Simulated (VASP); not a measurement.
Mo: single point with PBE

The system is Mo.

```
Mo
1.0
    -1.58123    1.58123    1.58123
     1.58123   -1.58123    1.58123
     1.58123    1.58123   -1.58123
Mo
1
Direct
  0.00000 0.00000 0.00000
```

```yaml
Program: VASP 6.6.1
Task: single point
Functional: PBE
Potentials_or_basis: VASP PAW PBE potentials, release 64 (Mo_sv)
Cutoff: 700 eV
k_mesh: 18 × 18 × 18
Occupations: gaussian, width 0.1 eV
Spin: no spin polarisation
```

The pressure is 0.0 GPa. The band gap on the k mesh is none (metal or under the smearing width).

Levels at points of the mesh, in eV from the Fermi level:
```tsv
k point	band 3	band 4	band 5	band 6	band 7	band 8	band 9	band 10	band 11	band 12
(0.00, 0.00, 0.00)	-34.59	-34.59	-7.21	-1.36	-1.36	-1.36	1.62	1.62	14.80	14.80
(0.50, 0.00, 0.00)	-35.02	-34.60	-5.27	-3.36	1.57	1.65	2.27	4.64	11.45	11.92
(0.50, 0.50, 0.50)	-35.52	-35.52	-5.37	-5.37	3.90	3.90	3.90	8.96	8.96	8.96
```

Wall time 46 s on 1 thread of Intel(R) Xeon(R) Platinum 8175M CPU @ 2.50GHz (Skylake/Cascade Lake), with other jobs on the host, peak memory 0.18 GiB.
